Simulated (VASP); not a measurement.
# In: convergence, self-consistent run

In, P-3m1 (no. 164), 2 atoms in the cell. PBE; PAW potentials In_d (PBE set). VASP 6.6.1. The cell is changed on purpose: last atom moved by 0.08 Å along z, cell strained by +1.0% along z.

Wanted: stress within 0.2 GPa.

What the run is for: stress; Accuracy asked: standard.

POSCAR:
```
In
1.0
    3.3354847820      0.0000000000      0.0000000000
   -1.6677423910      2.8886145552      0.0000000000
    0.0000000000      0.0000000000      5.5642343492
In
2
Direct
    0.6666666700      0.3333333300      0.7500000000
    0.3333333300      0.6666666700      0.2645213200
```

The series start from Plane-wave cutoff (eV): 310; Smearing width (eV): 0.03; k-point mesh: 13 × 13 × 7; Precision mode (PREC): Accurate; Electronic threshold (eV): 1e-6; Bands in all (NBANDS): 23; Aspherical gradient terms in the spheres (LASPH): yes; Electronic algorithm: ALGO=Normal; Support grid and gradient cutoff: ADDGRID=False GGA_COMPAT=False; Delay and inner steps: defaults. Each series keeps the choices made before it, and each single choice may use up half of a tolerance.

## Plane-wave cutoff (eV)

| Plane-wave cutoff (eV) | Stress, largest deviation (GPa) | SCF iterations | Time (s) |
|---|---|---|---|
| 190 | 35.88 | 10 | 7.2 |
| 240 | 0.92 | 11 | 11 |
| 280 | 0.22 | 11 | 12 |
| 310 | 0.63 | 11 | 14 |
| 360 | 0.41 | 12 | 22 |
| 420 | 0.02 | 12 | 25 |
| 500 | 0.06 | 12 | 27 |
| 620 (reference) | 0.00 | 12 | 42 |

Chosen: 420, the loosest value from which every tighter one stays within half of the tolerance.

## Smearing width (eV)

| Smearing width (eV) | Stress, largest deviation (GPa) | SCF iterations | Time (s) |
|---|---|---|---|
| 0.15 | 0.17 | 12 | 25 |
| 0.1 | 0.13 | 12 | 24 |
| 0.07 | 0.10 | 12 | 25 |
| 0.05 | 0.07 | 12 | 25 |
| 0.03 | 0.02 | 12 | 25 |
| 0.02 (reference) | 0.00 | 12 | 25 |

Chosen: 0.07.

## k-point mesh

| k-point mesh | Stress, largest deviation (GPa) | SCF iterations | Time (s) |
|---|---|---|---|
| 4 × 4 × 2 | 2.01 | 11 | 2.9 |
| 5 × 5 × 3 | 0.64 | 11 | 3.5 |
| 7 × 7 × 4 | 1.53 | 12 | 6.6 |
| 8 × 8 × 5 | 0.96 | 12 | 9.1 |
| 10 × 10 × 6 | 0.25 | 12 | 15 |
| 13 × 13 × 7 | 0.13 | 12 | 25 |
| 15 × 15 × 8 | 0.08 | 12 | 39 |
| 18 × 18 × 10 (reference) | 0.00 | 12 | 65 |

Chosen: 15 × 15 × 8.

## Precision mode (PREC)

| Precision mode (PREC) | Stress, largest deviation (GPa) | SCF iterations | Time (s) |
|---|---|---|---|
| Low | 0.21 | 12 | 22 |
| SingleN | 0.21 | 12 | 22 |
| Normal | 0.01 | 12 | 22 |
| Accurate (reference) | 0.00 | 12 | 39 |

Chosen: Normal.

## Electronic threshold (eV)

| Electronic threshold (eV) | Stress, largest deviation (GPa) | SCF iterations | Time (s) |
|---|---|---|---|
| 0.001 | 0.54 | 8 | 15 |
| 0.0001 | 0.19 | 9 | 16 |
| 1e-5 | 0.03 | 10 | 18 |
| 1e-6 | 0.01 | 12 | 22 |
| 1e-7 | 0.00 | 13 | 22 |
| 1e-8 (reference) | 0.00 | 15 | 24 |

Chosen: 1e-5.

## Bands in all (NBANDS)

| Bands in all (NBANDS) | Stress, largest deviation (GPa) | SCF iterations | Time (s) |
|---|---|---|---|
| 14 | 0.35 | 10 | 10 |
| 15 | 0.01 | 10 | 12 |
| 17 | 0.00 | 10 | 13 |
| 19 | 0.02 | 10 | 14 |
| 23 | 0.01 | 10 | 18 |
| 33 (reference) | 0.00 | 10 | 24 |

Chosen: 15.

## Aspherical gradient terms in the spheres (LASPH)

| Aspherical gradient terms in the spheres (LASPH) | Stress, largest deviation (GPa) | SCF iterations | Time (s) |
|---|---|---|---|
| yes | 0.00 | 10 | 12 |
| no | 0.00 | 10 | 11 |

Chosen: yes; no other choice that stays within half of the tolerance saves 30 % of the time.

## Electronic algorithm

| Electronic algorithm | Stress, largest deviation (GPa) | SCF iterations | Time (s) |
|---|---|---|---|
| ALGO=Normal | 0.00 | 10 | 12 |
| ALGO=Fast | 0.22 | 12 | 14 |
| ALGO=VeryFast | 0.05 | 21 | 20 |
| ALGO=All ISEARCH=1 | 0.15 | 13 | 14 |
| ALGO=All ISEARCH=0 | 0.15 | 13 | 14 |
| ALGO=Damped TIME=0.4 | 0.02 | 45 | 30 |
| ALGO=Damped TIME=0.1 | 0.02 | 73 | 47 |

Chosen: ALGO=Normal.

## Support grid and gradient cutoff

| Support grid and gradient cutoff | Stress, largest deviation (GPa) | SCF iterations | Time (s) |
|---|---|---|---|
| ADDGRID=False GGA_COMPAT=False | 0.00 | 10 | 12 |
| ADDGRID=True GGA_COMPAT=False | 0.01 | 10 | 12 |
| ADDGRID=False GGA_COMPAT=True | 0.00 | 10 | 12 |

Chosen: ADDGRID=False GGA_COMPAT=False.

## Delay and inner steps

| Delay and inner steps | Stress, largest deviation (GPa) | SCF iterations | Time (s) |
|---|---|---|---|
| defaults | 0.00 | 10 | 12 |
| NELMDL=-2 | 0.06 | 9 | 12 |
| NELMDL=-8 | 0.01 | 13 | 14 |
| NELMDL=-12 | 0.01 | 17 | 17 |
| NRMM=2 | 0.06 | 11 | 11 |
| NRMM=6 | 0.00 | 10 | 12 |
| WEIMIN=0.001 | 0.00 | 10 | 12 |

Chosen: defaults.

## All choices together

| Input | Stress, largest deviation (GPa) | Time (s) |
|---|---|---|
| the program's defaults (naive) | 1.69 | 0.9 |
| chosen settings | 0.11 | 12 |
| reference settings throughout | 0.00 | 174 |

The tolerance is met.

Values of the reference run: Stress: 1.487, 0, 0, 0, 1.487, 0, 0, 0, 1.108 GPa.

## The input

INCAR:
```
GGA = PE ; ISMEAR = -1
SIGMA = 0.07 ; LWAVE = False
LCHARG = False ; ISIF = 2
PREC = Normal ; LASPH = True
LREAL = False ; ALGO = Normal
EDIFF = 1E-5 ; NELM = 120
GGA_COMPAT = False ; ENCUT = 420
KPAR = 2 ; NBANDS = 15
ADDGRID = False
```

KPOINTS:
```
Automatic mesh
0
Gamma
  15 15 8
  0 0 0
```

Commands:
```
cat potpaw_PBE.64/In_d/POTCAR > POTCAR
mpirun -np 2 vasp_std > vasp.out
```

The chosen input took VASP 6.6.1 12 s on 2 cores (AMD EPYC 9R45 (Zen 5)), a shared host.

## An input that fails: damping step far too long

The electronic loop stops at its limit of 62 steps.

Changes against the starting input:
```
- ALGO = Normal
- NELM = 120
+ ALGO = Damped
+ NELM = 62
+ TIME = 4.0
```
